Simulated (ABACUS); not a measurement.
A run of ABACUS 3.10.1 is set up as follows.

The input INPUT:

```
INPUT_PARAMETERS
suffix              GaP
calculation         scf
basis_type          pw
pseudo_dir          ./
symmetry            1
dft_functional      pbesol
ecutwfc             40
pseudo_rcut         10
nspin               1
nbands              22
ks_solver           dav
smearing_method     fd
smearing_sigma      0.00367493
scf_thr             1e-08
scf_nmax            100
mixing_type         broyden
mixing_beta         0.7
cal_force           1
cal_stress          1
ecutrho             320
out_chg             1
kpar                4
```

File STRU:

```
ATOMIC_SPECIES
Ga 69.7230 ga_pbe_v1.4.uspp.F.UPF
P 30.9738 p_pbe_v1.5.uspp.F.UPF

LATTICE_CONSTANT
1.8897261246

LATTICE_VECTORS
0.0000000000 2.7252500000 2.7252500000
2.7252500000 0.0000000000 2.7252500000
2.7252500000 2.7252500000 0.0000000000

ATOMIC_POSITIONS
Cartesian

Ga
0.0
1
0.0000000000 0.0000000000 0.0000000000 1 1 1

P
0.0
1
4.0878750000 4.0878750000 4.0878750000 1 1 1
```

The input KPT:

```
K_POINTS
0
Gamma
6 6 6 0 0 0
```

Potentials or basis: GBRV ultrasoft 1.5 PBE, plane waves.

The run is started by

```sh
$ OMP_NUM_THREADS=1 mpirun -np 4 abacus > log
```

(1) Predict the pressure.

(2) Predict the band gap on the k mesh.

Results:

(1) -1.1 GPa.

(2) 1.50 eV, indirect (least direct gap 1.70 eV).

Caveat: the potentials were made for another functional, which shifts forces and pressure.

**Experimental background.**

“Stacking defects in GaP nanowires: Electronic structure and optical properties”, 2018, arxiv:1810.01194 quotes, for a bulk crystal of GaP at 10 K: band gap 2.34 eV (indirect).

Measured gap of GaP: 2.34 eV (indirect; 10 K; quoted in “Stacking defects in GaP nanowires: Electronic structure and optical properties”, 2018, arxiv:1810.01194). This calculation gives 1.50 eV (-0.84 eV). Spin-orbit coupling on Ga is left out. The value is that of PBEsol on a finite k mesh, which can miss the band edges, without temperature or zero-point motion. Semilocal functionals fall short of measured gaps as a rule.
